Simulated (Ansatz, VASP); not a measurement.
## InP in VASP and in Ansatz

Contents of INCAR:

```
SYSTEM = InP
PREC = Accurate ; ENCUT = 520
EDIFF = 1E-6 ; ISMEAR = -1
SIGMA = 0.03 ; LREAL = .False.
LASPH = .True. ; NELM = 80
ALGO = Normal ; ISIF = 2
LWAVE = .False. ; LCHARG = .False.
GGA = PS ; NBANDS = 16
```

KPOINTS

```
regular mesh
0
Gamma
  11 11 11
  0 0 0
```

The input POSCAR:

```
InP
1.0
    0.0000000000      2.8832691652      2.8832691652
    2.8832691652      0.0000000000      2.8832691652
    2.8832691652      2.8832691652      0.0000000000
In P
1 1
Direct
    0.0000000000      0.0000000000      0.0000000000
    0.5000000000      0.5000000000      0.5000000000
```

Input for Ansatz:

```yaml
crystal:
  lattice:
    - [0.0, 2.8832691652, 2.8832691652]
    - [2.8832691652, 0.0, 2.8832691652]
    - [2.8832691652, 2.8832691652, 0.0]
  atoms:
    - { symbol: In, position: [0.0, 0.0, 0.0] }
    - { symbol: P, position: [0.5, 0.5, 0.5] }
kpoints:
  mp_grid: { grid: [11, 11, 11] }
scf:
  occupations: { method: fermi_dirac, width: 0.03 }
hamiltonian:
  xc: pbesol
  pseudopotentials: { kind: all_electron, lapw: { basis_error: 0.00025 } }
output:
  forces: true
  stress: true
  eigenvalues: true
```

Change from the starting cell: volume scaled by 1.03.

Alike in both runs: task single point; functional PBEsol; k mesh 11 × 11 × 11; occupations fermi-dirac, width 0.03 eV; no spin polarisation.

|  | VASP | Ansatz |
| --- | --- | --- |
| version | VASP 6.6.1 | Ansatz 0.2.0 |
| potentials or method | VASP PAW PBE potentials, release 64 (In_d, P) | all-electron LAPW, scalar-relativistic |
| plane-wave cutoff (eV) | 520 | see its input |

```csv
,VASP,Ansatz,Ansatz less VASP
pressure (GPa),-9.3,-9.3,0.00
```

Ansatz ran all-electron here, so the differences hold the error of VASP's frozen core and of both bases.

Caveats: the PAW data sets were made with another functional, which shifts forces and pressure a little (VASP).
